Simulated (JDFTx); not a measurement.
## KBr in JDFTx: convergence with cutoff

KBr:

```xyz
2
Lattice="0.0000 3.3000 3.3000 3.3000 0.0000 3.3000 3.3000 3.3000 0.0000" Properties=species:S:1:pos:R:3 pbc="T T T"
Br    3.3000    3.3000    3.3000
K     0.0000    0.0000    0.0000
```

* Program: JDFTx 1.7.0 (patched build)
* Task: convergence study
* Functional: PBEsol
* Potentials or basis: PseudoDojo-SR-PBEsol-0.4.1-standard
* Cutoff: 408 eV
* Density cutoff: 3265 eV
* k mesh: 7 × 7 × 7
* Occupations: fermi-dirac, width 0.05 eV
* Spin: no spin polarisation

These are the settings of the first run; the series varies cutoff, with any setting tied to it.

Hardware: 1 thread of Intel(R) Xeon(R) 6975P-C (Granite Rapids), on a shared host.

**Question.** The values tried are 408.171 eV, 489.805 eV, 598.65 eV, 707.496 eV, 816.342 eV, 897.976 eV, 1006.82 eV, 1170.09 eV, 1360.57 eV, loosest first. From which on does the pressure stay within 0.1 GPa of the tightest run that finished?

**Answer.** From 897.976 eV on.

```tsv
cutoff	energy less the tightest run, at zero smearing (meV/atom)	pressure (GPa)	gap on the mesh (eV)	SCF cycles	CPU time (s)	peak memory (GiB)
408.171 eV	713.32	-9.21	4.325	15	12	0.07
489.805 eV	299.90	-5.08	4.296	17	21	0.08
598.65 eV	84.27	-2.21	4.286	17	29	0.11
707.496 eV	19.14	-0.94	4.283	18	47	0.12
816.342 eV	3.21	-0.48	4.282	18	49	0.15
897.976 eV	0.68	-0.38	4.282	18	55	0.17
1006.82 eV	0.15	-0.34	4.282	18	79	0.19
1170.09 eV	0.06	-0.34	4.282	18	87	0.24
1360.57 eV	0.00	-0.34	4.282	18	100	0.26
```

Against the tightest run, the energy stays within 1 meV/atom from 897.976 eV on; the gap on the mesh stays within 0.01 eV from 598.65 eV on. The tightest run that finished is the yardstick and may itself not be fully converged.

Caveat, for the tightest run too: the empty levels aren't tightly converged.
